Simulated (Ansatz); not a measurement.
This script makes an all-electron equation of state of GaN, space group F-43m with the Ansatz DFT code, driven from Python.

The script, `eos_lapw_gan.py`:
```python
"""All-electron equation of state of GaN."""

import ansatz
from ase.eos import EquationOfState
from ase.units import GPa
import numpy as np

FILLING = "Fixed"
MIXING_BETA = 0.3
TOLERANCE = 1e-05
MAX_SCF = 200
KMESH = (7, 7, 7)

vectors0 = np.array([
    [0.0, 2.253501, 2.253501],
    [2.253501, 0.0, 2.253501],
    [2.253501, 2.253501, 0.0],
])
sites = [
    ("Ga", (0.0, 0.0, 0.0)),
    ("N", (0.75, 0.75, 0.75)),
]


def on_lattice(cell):
    crystal = ansatz.Crystal(lattice=ansatz.Lattice.of(cell))
    for symbol, position in sites:
        crystal = crystal.atom(symbol, position)
    return crystal

volumes, energies = [], []
for scale in np.linspace(0.94, 1.06, 7):
    cell = vectors0 * scale ** (1 / 3)
    job = (
        on_lattice(cell).calculation()
        .functional(ansatz.Functional.PBESOL)
        .occupations(FILLING)
        .mixing("anderson", beta=MIXING_BETA)
        .scf(tolerance=TOLERANCE, max_iterations=MAX_SCF)
        .kpoints(*KMESH)
        .pseudopotentials("all_electron", lapw=True, basis_error=0.002)
    )
    rep = job.run(threads=1).report
    volumes.append(abs(np.linalg.det(cell)) / len(sites))
    energies.append(rep["free_energy_ev"] / len(sites))
    print(f"{scale:.3f} {volumes[-1]:9.4f} A^3/atom {energies[-1]:16.5f} eV/atom  (estimated basis error {1000 * rep['lapw_basis_errors']['total_ev_per_atom']:.2f} meV/atom)")
v0, e0, bulk = EquationOfState(volumes, energies, eos="birchmurnaghan").fit()
print(f"V0 = {v0:.4f} A^3/atom, B0 = {bulk / GPa:.1f} GPa")
```

From its runs, with one value withheld:

| V (Å³/atom) | F less the lowest row shown (meV/atom) |
| --- | --- |
| 10.757 | 20.37 |
| 10.986 | 6.92 |
| 11.215 | 0.00 |
| 11.444 | ? |
| 11.673 | 3.07 |
| 11.902 | 11.94 |
| 12.131 | 25.03 |

What is the missing energy at 11.444 Å³ an atom?

A third-order Birch-Murnaghan fit, E = E0 + (9 V0 B0 / 16) [(t - 1)³ B' + (t - 1)² (6 - 4t)] with t = (V0/V)^(2/3), through the 6 rows shown gives V0 = 11.374 Å³, B0 = 188.4 GPa, B' = 4.37 and E0 = -1.34 meV. At V = 11.444 Å³, t = 0.99591, and the fit interpolates to -1.09 meV. The run gave -1.09 meV, a miss of 0.01 meV.

Notes:
- The settings weren't tested for convergence.
- This cell is a computed structure, which may not be the phase found in nature.
- It ran for 26 s on 1 thread of Intel(R) Xeon(R) Processor @ 2.30GHz, on a shared host, peak memory 0.39 GiB.
